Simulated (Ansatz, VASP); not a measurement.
# Te2Mo: VASP beside Ansatz

File INCAR:

```
SYSTEM = Te2Mo
  PREC = Accurate
  ENCUT = 520
  EDIFF = 1E-7
  ISMEAR = -1
  SIGMA = 0.05
  LREAL = .FALSE.
  LASPH = .TRUE.
  NELM = 100
  ALGO = Normal
  ISIF = 2
  LWAVE = .FALSE.
  LCHARG = .FALSE.
  GGA = PE
  NBANDS = 35
```

Contents of KPOINTS:

```
regular mesh
0
G
  9 9 2
  0 0 0
```

Contents of POSCAR:

```
Te2Mo
1.0
    3.5603917377      0.0000000000      0.0000000000
   -1.7801958688      3.0833896922      0.0000000000
    0.0000000000      0.0000000000     24.8112624000
Te Mo
4 2
Direct
    0.3455480000      0.6685730000      0.2241670000
    0.6682400000      0.3263220000      0.9208100000
    0.6577310000      0.3281830000      0.7756610000
    0.3361920000      0.6719710000      0.0774460000
    0.6749730000      0.3280590000      0.1541930000
    0.3240520000      0.6717840000      0.8469850000
```

Contents of input.yaml:

```yaml
crystal:
  lattice:
    - [3.5603917377, 0.0, 0.0]
    - [-1.7801958688, 3.0833896922, 0.0]
    - [0.0, 0.0, 24.8112624]
  atoms:
    - { symbol: Te, position: [0.345548, 0.668573, 0.224167] }
    - { symbol: Te, position: [0.66824, 0.326322, 0.92081] }
    - { symbol: Te, position: [0.657731, 0.328183, 0.775661] }
    - { symbol: Te, position: [0.336192, 0.671971, 0.077446] }
    - { symbol: Mo, position: [0.674973, 0.328059, 0.154193] }
    - { symbol: Mo, position: [0.324052, 0.671784, 0.846985] }
hamiltonian:
  xc: pbe
  pseudopotentials: { kind: paw }
kpoints:
  mp_grid: { grid: [9, 9, 2] }
scf:
  occupations: { method: fermi_dirac, width: 0.05 }
output:
  forces: true
  stress: true
  eigenvalues: true
  write_density: true
  write_potential: true
  elf: true
  volumetric_format: npy
```

Change from the starting cell: atoms moved at random, drawn with an rms of 0.05 Å.

Alike in both runs: task single point; functional PBE; k mesh 9 × 9 × 2; occupations fermi-dirac, width 0.05 eV; no spin polarisation.

|  | VASP | Ansatz |
| --- | --- | --- |
| version | VASP 6.6.1 | Ansatz 0.2.0 |
| potentials or method | VASP PAW PBE potentials, release 64 (Te, Mo_sv) | Ansatz PAW |
| plane-wave cutoff (eV) | 520 | 420 |
| valence electrons in the cell | 52 | 92 |

|  | VASP | Ansatz | Ansatz less VASP |
| --- | --- | --- | --- |
| gap on the k mesh at the Fermi level (eV) | 0.99 | 0.99 | +0.002 |
| least direct gap on the mesh (eV) | 0.99 | 0.99 | +0.002 |
| rms of the force components (eV/Å) | 0.562 | 0.560 | -0.0016 |

Atom by atom the forces differ by 0.006 eV/Å (rms over components). With one functional, cell and mesh, what is left measures potentials, basis and numerics. The two sets of potentials don't hold the same shells in valence.

Caveats: spin-orbit coupling is left out, which moves the levels of the heavy elements; odd divisions of the mesh miss points on the zone boundary, where band edges often lie, so the gap on the mesh can be too wide (Ansatz).
